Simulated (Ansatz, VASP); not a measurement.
## Two plane-wave programs on HfN

```
CELL_PARAMETERS angstrom
0.00000 2.25600 2.25600
2.25600 0.00000 2.25600
2.25600 2.25600 0.00000
ATOMIC_POSITIONS crystal
Hf 0.00000 0.00000 0.00000
N 0.50000 0.50000 0.50000
```

Alike in both runs: task relaxation of cell and atoms; functional PBE; k mesh 16 × 16 × 16; occupations gaussian, width 0.1 eV; no spin polarisation.

|  | VASP | Ansatz |
| --- | --- | --- |
| version | VASP 6.6.1 | Ansatz 0.2.0 |
| potentials or method | VASP PAW PBE potentials, release 64 (Hf_pv, N) | scalar-relativistic, plane waves, PAW |
| plane-wave cutoff (eV) | 600 | 420 |
| valence electrons in the cell | 15 | 31 |

|  | VASP | Ansatz | Ansatz less VASP |
| --- | --- | --- | --- |
| gap on the k mesh at the Fermi level, each at its own relaxed structure (eV) | none | none | - |
| relaxed volume (Å³/atom) | 11.65 | 11.76 | +0.106 |
| relaxed cell length with the largest relative difference (Å) | 3.206 | 3.216 | +0.0097 |
| energy change over the relaxation (meV/atom) | -2 | -6 | -3.4 |

A gap of «none» marks a metal or a gap that the smearing closes. The two sets of potentials don't hold the same shells in valence.

Spin-orbit coupling is left out, which matters for the levels of Hf. PBE usually gives volumes a little too large and moduli too small. Zero-point motion and thermal expansion aren't in these numbers.
